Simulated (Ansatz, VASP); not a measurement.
**Two plane-wave programs on AlNi**

File INCAR:

```
SYSTEM = AlNi
  ALGO = Fast
  EDIFF = 1E-6
  ENCUT = 520
  GGA = PE
  ISIF = 2
  ISMEAR = 0
  LASPH = .True.
  LCHARG = .False.
  LREAL = .False.
  LWAVE = .False.
  NBANDS = 14
  NELM = 100
  PREC = Accurate
  SIGMA = 0.15
```

KPOINTS

```
k-points
0
Gamma
  16 16 16
  0 0 0
```

Contents of POSCAR:

```
AlNi
1.0
    3.1114800000      0.0000000000      0.0000000000
    0.0000000000      3.1114800000      0.0000000000
    0.0000000000      0.0000000000      2.8810000000
Al Ni
1 1
Direct
    0.0000000000      0.0000000000      0.0000000000
    0.5000000000      0.5000000000      0.5000000000
```

Input for Ansatz:

```yaml
crystal:
  lattice:
    - [3.11148, 0.0, 0.0]
    - [0.0, 3.11148, 0.0]
    - [0.0, 0.0, 2.881]
  atoms:
    - { symbol: Al, position: [0.0, 0.0, 0.0] }
    - { symbol: Ni, position: [0.5, 0.5, 0.5] }
basis:
  ecutwfc: 420
kpoints:
  mp_grid: { grid: [16, 16, 16] }
hamiltonian:
  xc: pbe
scf:
  occupations: { method: gaussian, width: 0.15 }
output:
  forces: true
  stress: true
  eigenvalues: true
```

Change from the starting cell: strain +0.080 along x and y, +0.000 along z, atoms carried along.

Alike in both runs: task single point; functional PBE; k mesh 16 × 16 × 16; occupations gaussian, width 0.15 eV; no spin polarisation.

|  | VASP | Ansatz |
| --- | --- | --- |
| version | VASP 6.6.1 | Ansatz 0.2.0 |
| potentials or method | VASP PAW PBE potentials, release 64 (Al, Ni) | scalar-relativistic, plane waves, PAW |
| plane-wave cutoff (eV) | 520 | 420 |
| valence electrons in the cell | 13 | 21 |

VASP gave:

| Property | Result |
| --- | --- |
| gap on the k mesh at the Fermi level (eV) | none |
| pressure (GPa) | -16.3 |
| largest component of the traceless stress (GPa) | 2.89 |

Problem. Estimate Ansatz's values.

Solution. gap on the k mesh at the Fermi level (eV): none; pressure (GPa): -16.2; largest component of the traceless stress (GPa): 2.82.

A gap of «none» marks a metal or a gap that the smearing closes. The two sets of potentials don't hold the same shells in valence.

Caveats: so large a pressure means that the cell lies far from this level's equilibrium, or that cutoff or potentials fall short (VASP). Spin polarisation is off, so any magnetic state and its effect on volume and gap are missing.
